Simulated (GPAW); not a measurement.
# SnSe (Fm-3m) in GPAW: settings compared

The runs below take SnSe through single point, with PBE, PBEsol.

Everything below comes from runs of GPAW 26.7.0. Logs are shortened: lines on timing, memory, paths and dates and some standing lists are left out, and cuts for length are marked. The log counts tension as positive stress, the text compression.

## (1) Starting point

The structure is cubic, space group Fm-3m (No. 225). Conventional cell: a = 6.020 Å, b = 6.020 Å, c = 6.020 Å, α = 90.00°, β = 90.00°, γ = 90.00°. Sn (site symmetry m-3m) has 6 Se at 3.01 Å as nearest neighbours. Se (site symmetry m-3m) is surrounded by 6 Sn at 3.01 Å.

Measurements of this composition are mostly on another form, of space group No. 62.

## (2) Single point, PBE

Contents of run.py:

```python
import spglib
from ase import Atoms
from ase.dft.bandgap import bandgap
from ase.io import read, write
from ase.units import GPa
from gpaw import GPAW, PW

atoms = read('SnSe.cif')
cell, positions, numbers = spglib.find_primitive(
    (atoms.cell[:], atoms.get_scaled_positions(), atoms.numbers), symprec=1e-4)
atoms = Atoms(numbers, cell=cell, scaled_positions=positions, pbc=True)

calc = GPAW(mode=PW(400),
            xc='PBE',
            kpts={'size': (6, 6, 6), 'gamma': True},
            occupations={'name': 'fermi-dirac', 'width': 0.05},
            nbands=19,
            maxiter=120,
            txt='gpaw.txt')
atoms.calc = calc
energy = atoms.get_potential_energy()
forces = atoms.get_forces()
stress = atoms.get_stress()
calc.write('gs.gpw')
write('result.traj', atoms)
print(f'Energy: {energy:.6f} eV')
print('Forces (eV/A):')
print(forces.round(4))
print('Stress (GPa):', (stress / GPa).round(3))
print('Fermi level:', round(calc.get_fermi_level(), 4), 'eV')
print(f'Gap: {bandgap(calc)[0]:.4f} eV, direct: {bandgap(calc, direct=True)[0]:.4f} eV')
```

Contents of SnSe.cif:

```cif
data_SnSe
_cell_length_a 6.02000000
_cell_length_b 6.02000000
_cell_length_c 6.02000000
_cell_angle_alpha 90.00000000
_cell_angle_beta 90.00000000
_cell_angle_gamma 90.00000000
_space_group_name_H-M_alt 'Fm-3m'
_space_group_name_Hall '-F 4 2 3'
_space_group_IT_number 225
loop_
_space_group_symop_operation_xyz
'x,y,z'
'-x,-y,-z'
'-y,x,z'
'y,-x,-z'
'-x,-y,z'
'x,y,-z'
'y,-x,z'
'-y,x,-z'
'x,-y,-z'
'-x,y,z'
'-y,-x,-z'
'y,x,z'
'-x,y,-z'
'x,-y,z'
'y,x,-z'
'-y,-x,z'
'z,x,y'
'-z,-x,-y'
'z,-y,x'
'-z,y,-x'
'z,-x,-y'
'-z,x,y'
'z,y,-x'
'-z,-y,x'
'-z,x,-y'
'z,-x,y'
'-z,-y,-x'
'z,y,x'
'-z,-x,y'
'z,x,-y'
'-z,y,x'
'z,-y,-x'
'y,z,x'
'-y,-z,-x'
'x,z,-y'
'-x,-z,y'
'-y,z,-x'
'y,-z,x'
'-x,z,y'
'x,-z,-y'
'-y,-z,x'
'y,z,-x'
'-x,-z,-y'
'x,z,y'
'y,-z,-x'
'-y,z,x'
'x,-z,y'
'-x,z,-y'
'x,y+1/2,z+1/2'
'-x,-y+1/2,-z+1/2'
'-y,x+1/2,z+1/2'
[... 62 lines left out ...]
'-z+1/2,-x,-y+1/2'
'z+1/2,-y,x+1/2'
'-z+1/2,y,-x+1/2'
'z+1/2,-x,-y+1/2'
'-z+1/2,x,y+1/2'
'z+1/2,y,-x+1/2'
'-z+1/2,-y,x+1/2'
'-z+1/2,x,-y+1/2'
'z+1/2,-x,y+1/2'
'-z+1/2,-y,-x+1/2'
'z+1/2,y,x+1/2'
'-z+1/2,-x,y+1/2'
'z+1/2,x,-y+1/2'
'-z+1/2,y,x+1/2'
'z+1/2,-y,-x+1/2'
'y+1/2,z,x+1/2'
'-y+1/2,-z,-x+1/2'
'x+1/2,z,-y+1/2'
'-x+1/2,-z,y+1/2'
'-y+1/2,z,-x+1/2'
'y+1/2,-z,x+1/2'
'-x+1/2,z,y+1/2'
'x+1/2,-z,-y+1/2'
'-y+1/2,-z,x+1/2'
'y+1/2,z,-x+1/2'
'-x+1/2,-z,-y+1/2'
'x+1/2,z,y+1/2'
'y+1/2,-z,-x+1/2'
'-y+1/2,z,x+1/2'
'x+1/2,-z,y+1/2'
'-x+1/2,z,-y+1/2'
'x+1/2,y+1/2,z'
'-x+1/2,-y+1/2,-z'
'-y+1/2,x+1/2,z'
'y+1/2,-x+1/2,-z'
'-x+1/2,-y+1/2,z'
'x+1/2,y+1/2,-z'
'y+1/2,-x+1/2,z'
'-y+1/2,x+1/2,-z'
'x+1/2,-y+1/2,-z'
'-x+1/2,y+1/2,z'
'-y+1/2,-x+1/2,-z'
'y+1/2,x+1/2,z'
'-x+1/2,y+1/2,-z'
'x+1/2,-y+1/2,z'
'y+1/2,x+1/2,-z'
'-y+1/2,-x+1/2,z'
'z+1/2,x+1/2,y'
'-z+1/2,-x+1/2,-y'
'z+1/2,-y+1/2,x'
'-z+1/2,y+1/2,-x'
'z+1/2,-x+1/2,-y'
'-z+1/2,x+1/2,y'
'z+1/2,y+1/2,-x'
'-z+1/2,-y+1/2,x'
'-z+1/2,x+1/2,-y'
'z+1/2,-x+1/2,y'
'-z+1/2,-y+1/2,-x'
'z+1/2,y+1/2,x'
'-z+1/2,-x+1/2,y'
'z+1/2,x+1/2,-y'
'-z+1/2,y+1/2,x'
'z+1/2,-y+1/2,-x'
'y+1/2,z+1/2,x'
'-y+1/2,-z+1/2,-x'
'x+1/2,z+1/2,-y'
'-x+1/2,-z+1/2,y'
'-y+1/2,z+1/2,-x'
'y+1/2,-z+1/2,x'
'-x+1/2,z+1/2,y'
'x+1/2,-z+1/2,-y'
'-y+1/2,-z+1/2,x'
'y+1/2,z+1/2,-x'
'-x+1/2,-z+1/2,-y'
'x+1/2,z+1/2,y'
'y+1/2,-z+1/2,-x'
'-y+1/2,z+1/2,x'
'x+1/2,-z+1/2,y'
'-x+1/2,z+1/2,-y'
loop_
_atom_site_label
_atom_site_type_symbol
_atom_site_symmetry_multiplicity
_atom_site_Wyckoff_symbol
_atom_site_fract_x
_atom_site_fract_y
_atom_site_fract_z
_atom_site_occupancy
Sn1 Sn 4 a 0.0000000000 0.0000000000 0.0000000000 1
Se1 Se 4 b 0.5000000000 0.0000000000 0.0000000000 1
```

Potentials or basis: GPAW PAW data sets (gpaw-data 1.2.1), pw.

Command:

```bash
$ OMP_NUM_THREADS=1 python run.py
```

gpaw.txt:

```text
__  _  _
 | _ |_)|_||  |
 |__||  | ||/\| - 26.7.0

Input parameters:
  mode=PW(ecut=400.0),
  kpts=MonkhorstPack(size=(6, 6, 6), gamma=True),
  maxiter=120,
  nbands=19,
  occupations=Occupations(name='fermi-dirac', width=0.05),
  xc=XC(name='PBE')

Diagonalizing LCAO Hamiltonian
Converting LCAO to pw mode

                Se

       Sn

Atoms  # Å, Bohr magnetons
|   | symbol |        x |        y |        z |    initial magnetic moments |
|---|--------|----------|----------|----------|-----------------------------|
| 0 |     Sn | 0.000000 | 0.000000 | 0.000000 | ( 0.0000,  0.0000,  0.0000) |
| 1 |     Se | 3.010000 | 3.010000 | 3.010000 | ( 0.0000,  0.0000,  0.0000) |

Unit cell  # Å
| periodic |        x |        y |        z |  lengths |    angles |
|----------|----------|----------|----------|----------|-----------|
|      yes | 0.000000 | 3.010000 | 3.010000 | 4.256783 | 60.000000 |
|      yes | 3.010000 | 0.000000 | 3.010000 | 4.256783 | 60.000000 |
|      yes | 3.010000 | 3.010000 | 0.000000 | 4.256783 | 60.000000 |

Number of symmetries: 48
Symmetry operations  # r_c * U_cc + t_c -> r_c
|    | kind |            matrix            |
|----|------|------------------------------|
|  0 |  σ   |  1, 0, 0,  1, 0,-1,  1,-1, 0 |
|  1 |  C2  |  1, 0, 0,  1,-1, 0,  1, 0,-1 |
|  2 |  E   |  1, 0, 0,  0, 1, 0,  0, 0, 1 |
|  3 |  σ   |  1, 0, 0,  0, 0, 1,  0, 1, 0 |
|  4 |  C4  |  1, 0,-1,  1, 0, 0,  1,-1, 0 |
|  5 |  S6  |  1, 0,-1,  1,-1, 0,  1, 0, 0 |
|  6 |  σ   |  1, 0,-1,  0, 1,-1,  0, 0,-1 |
|  7 |  C3  |  1, 0,-1,  0, 0,-1,  0, 1,-1 |
|  8 |  S6  |  1,-1, 0,  1, 0, 0,  1, 0,-1 |
|  9 |  C4  |  1,-1, 0,  1, 0,-1,  1, 0, 0 |
| 10 |  C3  |  1,-1, 0,  0,-1, 1,  0,-1, 0 |
| 11 |  σ   |  1,-1, 0,  0,-1, 0,  0,-1, 1 |
| 12 |  σ   |  0, 1, 0,  1, 0, 0,  0, 0, 1 |
| 13 |  C4  |  0, 1, 0,  0, 1,-1, -1, 1, 0 |
| 14 |  C3  |  0, 1, 0,  0, 0, 1,  1, 0, 0 |
| 15 |  S6  |  0, 1, 0, -1, 1, 0,  0, 1,-1 |
| 16 |  C2  |  0, 1,-1,  1, 0,-1,  0, 0,-1 |
| 17 |  σ   |  0, 1,-1,  0, 1, 0, -1, 1, 0 |
| 18 |  S4  |  0, 1,-1,  0, 0,-1,  1, 0,-1 |
| 19 |  C4  |  0, 1,-1, -1, 1, 0,  0, 1, 0 |
| 20 |  C3  |  0, 0, 1,  1, 0, 0,  0, 1, 0 |
| 21 |  σ   |  0, 0, 1,  0, 1, 0,  1, 0, 0 |
| 22 |  S6  |  0, 0, 1,  0,-1, 1, -1, 0, 1 |
| 23 |  C4  |  0, 0, 1, -1, 0, 1,  0,-1, 1 |
| 24 |  S4  |  0, 0,-1,  1, 0,-1,  0, 1,-1 |
| 25 |  C3  |  0, 0,-1,  0, 1,-1,  1, 0,-1 |
| 26 |  C2  |  0, 0,-1,  0,-1, 0, -1, 0, 0 |
| 27 |  S6  |  0, 0,-1, -1, 0, 0,  0,-1, 0 |
| 28 |  S4  |  0,-1, 1,  1,-1, 0,  0,-1, 0 |
| 29 |  C4  |  0,-1, 1,  0, 0, 1, -1, 0, 1 |
| 30 |  C2  |  0,-1, 1,  0,-1, 0,  1,-1, 0 |
| 31 |  σ   |  0,-1, 1, -1, 0, 1,  0, 0, 1 |
| 32 |  C3  |  0,-1, 0,  1,-1, 0,  0,-1, 1 |
| 33 |  S6  |  0,-1, 0,  0, 0,-1, -1, 0, 0 |
| 34 |  S4  |  0,-1, 0,  0,-1, 1,  1,-1, 0 |
| 35 |  C2  |  0,-1, 0, -1, 0, 0,  0, 0,-1 |
| 36 |  C2  | -1, 1, 0,  0, 1, 0,  0, 1,-1 |
| 37 |  S6  | -1, 1, 0,  0, 1,-1,  0, 1, 0 |
| 38 |  S4  | -1, 1, 0, -1, 0, 1, -1, 0, 0 |
| 39 |  C3  | -1, 1, 0, -1, 0, 0, -1, 0, 1 |
| 40 |  S6  | -1, 0, 1,  0, 0, 1,  0,-1, 1 |
| 41 |  C2  | -1, 0, 1,  0,-1, 1,  0, 0, 1 |
| 42 |  C3  | -1, 0, 1, -1, 1, 0, -1, 0, 0 |
| 43 |  S4  | -1, 0, 1, -1, 0, 0, -1, 1, 0 |
| 44 |  C2  | -1, 0, 0,  0, 0,-1,  0,-1, 0 |
| 45 |  i   | -1, 0, 0,  0,-1, 0,  0, 0,-1 |
| 46 |  σ   | -1, 0, 0, -1, 1, 0, -1, 0, 1 |
| 47 |  C2  | -1, 0, 0, -1, 0, 1, -1, 1, 0 |

BZ-sampling:
  Number of BZ points: 216
  Number of IBZ points: 16

  Monkhorst-Pack size: [6, 6, 6]
  Monkhorst-Pack shift: [0.08333333333333333, 0.08333333333333333, 0.08333333333333333]

K-points  # in reciprocal-cell coordinates
|     |                                coordinates |     weight |
|-----|--------------------------------------------|------------|
|   0 | (  0.00000000,   0.00000000,   0.00000000) | 0.00462963 |
|   1 | (  0.16666667,   0.16666667,   0.00000000) | 0.02777778 |
|   2 | (  0.16666667,   0.16666667,   0.16666667) | 0.03703704 |
|   3 | (  0.33333333,   0.16666667,   0.16666667) | 0.05555556 |
|   4 | (  0.33333333,   0.33333333,  -0.33333333) | 0.05555556 |
|   5 | (  0.33333333,   0.33333333,   0.00000000) | 0.02777778 |
|   6 | (  0.33333333,   0.33333333,   0.16666667) | 0.11111111 |
|   7 | (  0.33333333,   0.33333333,   0.33333333) | 0.03703704 |
|   8 | (  0.50000000,   0.33333333,  -0.33333333) | 0.11111111 |
|   9 | (  0.50000000,   0.33333333,  -0.16666667) | 0.05555556 |
| ... |                                            |            |
|  15 | (  0.50000000,   0.50000000,   0.50000000) | 0.01851852 |

Plane wave coefficients: 1002
Cutoff: 400.0 eV

Spin-components: 1 (collinear spins)
Bands:           19
Projectors:      11
Spin-degeneracy: 2
Datatype:        complex128

Parallelization:
  kpt:    1
  domain: 1
  band:   1

Density:
  Valence electrons: 20.0
  Components: 1
  Grid points: [20 20 20]
  Charge: 0.0  # |e|

Potential:
  Grid points: [20 20 20]

species:
  Sn:
    name:    Tin
    Z:       50.0
    valence: 14
    core:    36
    charge:  0.0  # [|e|]
    compensation charges:
      type: gauss
      rc: 0.38  # [Å]
      lmax: 2
    cutoffs:
      filter: 2.23  # [Å]
      core: 2.35  # [Å]
    projectors
    | kind |    occ | energy [eV] | rcut [Å] |
    |------|--------|-------------|----------|
    |   5s |  2.000 |     -10.538 |    1.201 |
    |   5p |  2.000 |      -3.696 |    1.270 |
    |   4d | 10.000 |     -25.845 |    1.185 |
    |    s |        |      16.674 |    1.201 |
    |    p |        |      23.515 |    1.270 |
    |    d |        |       1.367 |    1.185 |

    Using partial waves for Sn as LCAO basis

  Se:
    name:    Selenium
    Z:       34.0
    valence: 6
    core:    28
    charge:  0.0  # [|e|]
    compensation charges:
      type: gauss
      rc: 0.27  # [Å]
      lmax: 2
    cutoffs:
      filter: 1.77  # [Å]
      core: 2.67  # [Å]
    projectors
    | kind |    occ | energy [eV] | rcut [Å] |
    |------|--------|-------------|----------|
    |   4s |  2.000 |     -17.277 |    0.847 |
    |   4p |  4.000 |      -6.512 |    1.005 |
    |    s |        |       9.935 |    0.847 |
    |    p |        |      20.699 |    1.005 |
    |    d |        |       0.000 |    0.847 |

    Using partial waves for Se as LCAO basis

Reference energy: -234114.225438  # eV

eigensolver:
  PPCG
  Converge bands: occupied
  niter=2

density mixing:
  MSR1-Mixer
  Pratt-step length: 0.05
  Maximum mixing coefficient: 0.75
  Old densities: 10
  SVD Regularization: 0.005
  Good broyden scale: 1.0
  Trust region scale: 1.0
  Backstep threshold: 4.0
  History deletion threshold: 6.0
  Fourier metric: weight=20.0, sigma=0.015

occupation numbers:
  Fermi-Dirac:
    width: 0.0500  # eV

poisson solver:
  ecut: 3200.0  # eV

xc functional:
  name: PBE with 2 nearest neighbor stencil

convergence criteria:
- Maximum [total energy] change in last 3 cyles: 0.0005 eV / valence electron
- Maximum integral of absolute [dens]ity change: 0.0001 electrons / valence electron
- Maximum integral of absolute [eigenst]ate change: 4e-08 eV^2 / valence electron
maximum number of iterations: 120

SCF iterations
|iter     | |      energy | eigst |  dens |
|---------|-|-------------|-------|-------|
|iter:   1| |   -8.442290 | -0.32 |       |
|iter:   2| |   -8.407625 | -2.50 | -1.32 |
|iter:   3| |   -8.295819 | -2.41 | -1.37 |
|iter:   4| |   -8.297273 | -4.21 | -1.99 |
|iter:   5| |   -8.297771c| -4.78 | -2.40 |
|iter:   6| |   -8.297781c| -6.12 | -3.29 |
|iter:   7| |   -8.297782c| -7.34 | -3.89 |
|iter:   8| |   -8.297782c| -7.60c| -4.67c|

Converged in 8 steps
Energy contributions relative to reference atoms: (reference = -234114.225438)

Energy contributions:
  Kinetic:          13.667910
  Coulomb:         -14.036445
  Zero:              0.016843
  External:          0.000000
  Xc:               -7.946054
  Entropy:          -0.000073
  Spinorbit:         0.000000
  ----------------------------
  Free energy:      -8.297818
  Extrapolated:     -8.297782

dipole moment: (-20.416298, -20.416298, -20.416298)  # |e|*Ang

Fermi level: 6.344
Eigenvalues  # (at kpt = [0.000, 0.000, 0.000])
| band index |      eig [eV] | occ [0-2] |
|------------|---------------|-----------|
|          0 |       -15.515 |     2.000 |
|        ... |               |           |
|          2 |       -15.512 |     2.000 |
|          3 |       -15.512 |     2.000 |
|          4 |       -15.512 |     2.000 |
|          5 |        -7.811 |     2.000 |
|          6 |         1.004 |     2.000 |
|          7 |         3.853 |     2.000 |
[... 9 lines left out ...]
|         17 |        14.224 |     0.000 |
|         18 |        14.308 |     0.000 |

Gap: 0.586 eV
Transition (v -> c):
  (s=0, k=15, n=9, [0.50, 0.50, 0.50]) -> (s=0, k=15, n=10, [0.50, 0.50, 0.50])
No difference between direct/indirect transitions

Forces  # eV/Ang
|        x |        y |        z |
|----------|----------|----------|
| -0.00000 | -0.00000 | -0.00000 |  # Sn   0
|  0.00000 | -0.00000 | -0.00000 |  # Se   1

Stress tensor  # eV/Ang^3
|         x |         y |         z |
|-----------|-----------|-----------|
|  0.009774 | -0.000000 |  0.000000 |
| -0.000000 |  0.009774 | -0.000000 |
|  0.000000 | -0.000000 |  0.009774 |

# Writing to gs.gpw (mode='')
```

Wall time 9 s (1 thread of Intel Xeon Platinum 8375C at 2.90GHz (Ice Lake), shared host); peak memory 0.14 GiB.

These settings aren't checked as converged: the numbers below hold their error.

Results:

| Property | Result |
| --- | --- |
| Free energy | -8.2978 eV |
| Pressure | -1.6 GPa |
| Band gap on the k mesh | 0.59 eV, direct |

Caveat: the cutoff is short for stress and forces, so pressures can be off by a GPa or more; spin-orbit coupling is left out, which moves the levels of the heavy elements.

## (3) Single point, PBEsol

Contents of run.py:

```python
from ase.dft.bandgap import bandgap
from ase.io import write
from ase.spacegroup import crystal
from ase.units import GPa
from gpaw import GPAW, PW, setup_paths

setup_paths.insert(0, '.')

# Sn 4a
# Se 4b
atoms = crystal(['Sn', 'Se'],
                basis=[[0.0, 0.0, 0.0],
                       [0.5, 0.0, 0.0]],
                spacegroup=225, setting=1,  # Fm-3m
                cellpar=[6.02, 6.02, 6.02, 90.0, 90.0, 90.0],
                primitive_cell=True)

calc = GPAW(mode=PW(500),
            xc='PBEsol',
            kpts={'size': (6, 6, 6), 'gamma': True},
            occupations={'name': 'fermi-dirac', 'width': 0.05},
            nbands=19,
            maxiter=120,
            txt='gpaw.txt')
atoms.calc = calc
energy = atoms.get_potential_energy()
forces = atoms.get_forces()
stress = atoms.get_stress()
calc.write('gs.gpw')
write('result.traj', atoms)
print(f'Energy: {energy:.6f} eV')
print('Forces (eV/A):')
print(forces.round(4))
print('Stress (GPa):', (stress / GPa).round(3))
print('Fermi level:', round(calc.get_fermi_level(), 4), 'eV')
print(f'Gap: {bandgap(calc)[0]:.4f} eV, direct: {bandgap(calc, direct=True)[0]:.4f} eV')
```

Potentials or basis: PAW data sets generated in the run's folder for this functional, pw.

Command:

```bash
$ gpaw-setup -f PBEsol Se Sn
$ OMP_NUM_THREADS=1 python run.py
```

It took 13 s on 1 thread of Arm Neoverse V1, shared host; peak memory 0.15 GiB.

It converged, with:

* Free energy: -9.1677 eV
* Pressure: -2.7 GPa
* Band gap on the k mesh: 0.66 eV, direct

Levels at points of the mesh, in eV from the valence-band top:
| k point | band 6 | band 7 | band 8 | band 9 | band 10 | band 11 | band 12 | band 13 | band 14 | band 15 |
| --- | --- | --- | --- | --- | --- | --- | --- | --- | --- | --- |
| (0.00, 0.00, 0.00) | -13.79 | -5.01 | -2.11 | -2.11 | -2.11 | 4.37 | 4.37 | 4.37 | 5.90 | 5.90 |
| (0.50, 0.50, 0.00) | -12.58 | -5.93 | -5.42 | -3.57 | -3.57 | 3.01 | 5.40 | 5.40 | 6.00 | 10.56 |
| (0.50, 0.50, 0.50) | -12.86 | -7.98 | -1.86 | -1.86 | 0.00 | 0.66 | 1.30 | 1.30 | 8.21 | 10.15 |

Caveat: the cutoff is short for stress and forces, so pressures can be off by a GPa or more; spin-orbit coupling is left out, which moves the levels of the heavy elements. A k mesh can miss the band edges.
